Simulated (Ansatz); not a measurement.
What strain does to HfS₂ (CdI2 type)

HfS₂, CdI2 type, relaxed with r2SCAN+rVV10 in the plane-wave code Ansatz. It is trigonal, P-3m1 (No. 164); conventional cell a = 3.630 Å, c = 5.878 Å, 22.36 Å³ an atom. Hf is surrounded by 6 S at 2.54 Å; S is surrounded by 3 Hf at 2.54 Å.

The axes x, y and z are those of this cell:
```xyz
3
Lattice="3.6303 0.0000 0.0000 -1.8151 3.1439 0.0000 0.0000 0.0000 5.8784" Properties=species:S:1:pos:R:3 pbc="T T T"
Hf    0.0000    0.0000    0.0000
S     0.0000    2.0960    1.4380
S     1.8151    1.0480    4.4403
```

Unstrained: PBE gives an indirect gap of 1.027 eV, from k = (-0.083, 0.003, 0.003) to L; the least direct gap is 1.893 eV at k = (0, 1/4, 1/4). r2SCAN gives an indirect gap of 1.345 eV, from k = (-0.083, 0.003, 0.003) to L; the least direct gap is 2.241 eV at k = (0, 1/4, 1/4). With HSE06 the valence top lies at k = (-0.083, 0.003, 0.003) and the conduction bottom at L, 1.851 eV higher; the smallest vertical gap, at k = (0, 1/4, 1/4), is 2.821 eV. With r2SCAN+SOC the valence top lies at k = (-0.083, 0.003, 0.003) and the conduction bottom at L, 1.339 eV higher; the smallest vertical gap, at Γ, is 2.196 eV. Meshes: PBE 12×12×4, r2SCAN 12×12×4, HSE06 6×6×4, r2SCAN+SOC 12×12×4. Strains are changes of length per length. After each strain the atoms were relaxed again with r2SCAN+rVV10 within the symmetry that the strain leaves, so tilts or polar shifts that break it weren't tested; points keep the names that they have in the unstrained zone. Non-magnetic throughout; all numbers are computed.

Changes of the least gap in eV (an overlap counts as a negative gap):
```
                                                      strain  volume change (%)  space group     PBE  r2SCAN   HSE06  r2SCAN+SOC  G0W0@PBE (mesh)
epitaxial -4.0 % in the xy plane, free normal strain +1.60 %               -6.4        P-3m1  -0.493  -0.495  -0.559      -0.548            -0.64
epitaxial -3.0 % in the xy plane, free normal strain +1.22 %               -4.8        P-3m1  -0.324  -0.319  -0.369      -0.374            -0.44
epitaxial -2.0 % in the xy plane, free normal strain +0.97 %               -3.0        P-3m1  -0.165  -0.153  -0.190      -0.209            -0.24
epitaxial -1.0 % in the xy plane, free normal strain +0.50 %               -1.5        P-3m1  -0.048  -0.049  -0.058      -0.054            -0.06
epitaxial +1.0 % in the xy plane, free normal strain -0.50 %               +1.5        P-3m1  +0.047  +0.047  +0.055      +0.048            +0.06
epitaxial +2.0 % in the xy plane, free normal strain -1.00 %               +3.0        P-3m1  +0.091  +0.091  +0.107      +0.093            +0.12
epitaxial +3.0 % in the xy plane, free normal strain -1.50 %               +4.5        P-3m1  +0.135  +0.134  +0.158      +0.136            +0.17
epitaxial +4.0 % in the xy plane, free normal strain -2.00 %               +6.0        P-3m1  +0.177  +0.176  +0.201      +0.177            +0.21
```
Unstrained, G0W0@PBE with 279 empty bands, a screening cutoff of 150 eV and a 6×6×2 mesh gives 1.93 eV on its mesh; the band count follows the volume. No extrapolation in bands, cutoff or mesh was made for G0W0.

Epitaxial -4.0 % in the xy plane, free normal strain +1.60 %. HSE06: the gap goes from 1.851 to 1.292 eV (-0.559 eV); the edges go from (-0.083, 0.003, 0.003) → L to Γ → L. Stress change with PBE, compression positive: xx +7.80, yy +7.80, zz +0.53 GPa.

Epitaxial -3.0 % in the xy plane, free normal strain +1.22 %. HSE06: the gap goes from 1.851 to 1.482 eV (-0.369 eV); the edges go from (-0.083, 0.003, 0.003) → L to Γ → L. Stress change with PBE, compression positive: xx +5.63, yy +5.63, zz +0.39 GPa.

Epitaxial -2.0 % in the xy plane, free normal strain +0.97 %. HSE06: the gap goes from 1.851 to 1.661 eV (-0.190 eV); the edges go from (-0.083, 0.003, 0.003) → L to Γ → L. Stress change with PBE, compression positive: xx +3.59, yy +3.59, zz +0.20 GPa.

Epitaxial -1.0 % in the xy plane, free normal strain +0.50 %. HSE06: the gap goes from 1.851 to 1.793 eV (-0.058 eV); the edges go from (-0.083, 0.003, 0.003) → L to Γ–K (0.16) → L. Stress change with PBE, compression positive: xx +1.74, yy +1.74, zz +0.11 GPa.

Epitaxial +1.0 % in the xy plane, free normal strain -0.50 %. HSE06: the gap goes from 1.851 to 1.906 eV (+0.055 eV); the edges go from (-0.083, 0.003, 0.003) → L to (-0.089, 0.042, 0) → L. Stress change with PBE, compression positive: xx -1.61, yy -1.61, zz -0.09 GPa.

Epitaxial +2.0 % in the xy plane, free normal strain -1.00 %. HSE06: the gap goes from 1.851 to 1.958 eV (+0.107 eV); the edges go from (-0.083, 0.003, 0.003) → L to (-0.078, 0.036, 0) → L. Stress change with PBE, compression positive: xx -3.11, yy -3.11, zz -0.21 GPa.

Epitaxial +3.0 % in the xy plane, free normal strain -1.50 %. HSE06: the gap goes from 1.851 to 2.009 eV (+0.158 eV); the edges go from (-0.083, 0.003, 0.003) → L to (-0.068, 0.031, 0) → L. Stress change with PBE, compression positive: xx -4.51, yy -4.51, zz -0.32 GPa.

Epitaxial +4.0 % in the xy plane, free normal strain -2.00 %. HSE06: the gap goes from 1.851 to 2.052 eV (+0.201 eV); the edges go from (-0.083, 0.003, 0.003) → L to Γ–K (0.08) → M. Stress change with PBE, compression positive: xx -5.80, yy -5.80, zz -0.42 GPa.

Only the levels marked +SOC include spin-orbit coupling.

Where an edge lies off the special points, it is a point of the mesh or the k point where a search put PBE's edge or least direct gap, reused for the other functionals, whose own edges may lie a little apart.

Coordinates of k points refer to the reciprocal vectors of the primitive cell of the runs.

The meshes of the hybrids are coarse, so their gaps aren't converged to the digits shown.
